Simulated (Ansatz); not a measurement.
**BaTe: a single-point run**

Wanted: a converged single-point run for BaTe, and a check of what comes out. The structure is shown as the input types it. The cell is built on a prototype (wurtzite) and needn't be the phase found in nature.

Program: Ansatz 0.2.0. Level of theory: density functional or hybrid calculation with the settings of its input, plane waves (as first typed). These are calculated values, not measurements.

## 1. The starting structure

Symmetry: P6_3/mmc, No. 194, hexagonal system. The conventional cell has a = 5.972 Å, b = 5.972 Å, c = 7.004 Å, α = 90.00°, β = 90.00°, γ = 120.00°. Ba (site symmetry -6m2) is surrounded by 5 Te at 3.45 to 3.50 Å. Te (site symmetry -6m2) is surrounded by 5 Ba at 3.45 to 3.50 Å.

The input asks for a charge of +100 e on the cell.

As a file:

```cif
data_structure
_symmetry_space_group_name_H-M 'P 1'
_symmetry_Int_Tables_number 1
_cell_length_a 5.9722
_cell_length_b 5.9722
_cell_length_c 7.0037
_cell_angle_alpha 90.000
_cell_angle_beta 90.000
_cell_angle_gamma 120.000
_cell_volume 216.33
loop_
_atom_site_label
_atom_site_type_symbol
_atom_site_fract_x
_atom_site_fract_y
_atom_site_fract_z
_atom_site_occupancy
Ba1 Ba 0.33333 0.66667 0.93750 1
Ba2 Ba 0.66667 0.33333 0.43750 1
Te1 Te 0.33333 0.66667 0.43750 1
Te2 Te 0.66667 0.33333 0.93750 1
```

## 2. The run

The input, input.yaml:

```yaml
crystal:
  lattice:
    - [5.9721823866, 0.0, 0.0]
    - [-2.9860911933, 5.1720616628, 0.0]
    - [0.0, 0.0, 7.0036862921]
  atoms:
    - { symbol: Ba, position: [0.3333333333, 0.6666666667, -0.0625] }
    - { symbol: Ba, position: [0.6666666667, 0.3333333333, 0.4375] }
    - { symbol: Te, position: [0.3333333333, 0.6666666667, 0.4375] }
    - { symbol: Te, position: [0.6666666667, 0.3333333333, 0.9375] }
kpoints:
  mp_grid: { grid: [6, 6, 4] }
hamiltonian:
  xc: pbe
scf:
  occupations: { method: fixed }
  n_extra_bands: 5
  max_iter: 98
output:
  forces: true
  stress: true
  eigenvalues: true
total_charge: 100
```

On the command line:

```sh
$ ansatz run input.yaml --threads 4 --pin off --max-ram 3686MiB --backend cpu --events-out ev --progress --plain --runs-dir out
```

Q: Will this input give a usable result? If not, why, and what should change?

Nothing was computed: the input was turned down at the start. Its message: «inconsistent input (total_charge): 100 leaves -48.000 electrons of the 52 valence electrons — a charged cell must keep at least one electron»

In the input, total_charge is 100. Each setting is valid alone, but not together.

The cure: delete total_charge (the default then holds).
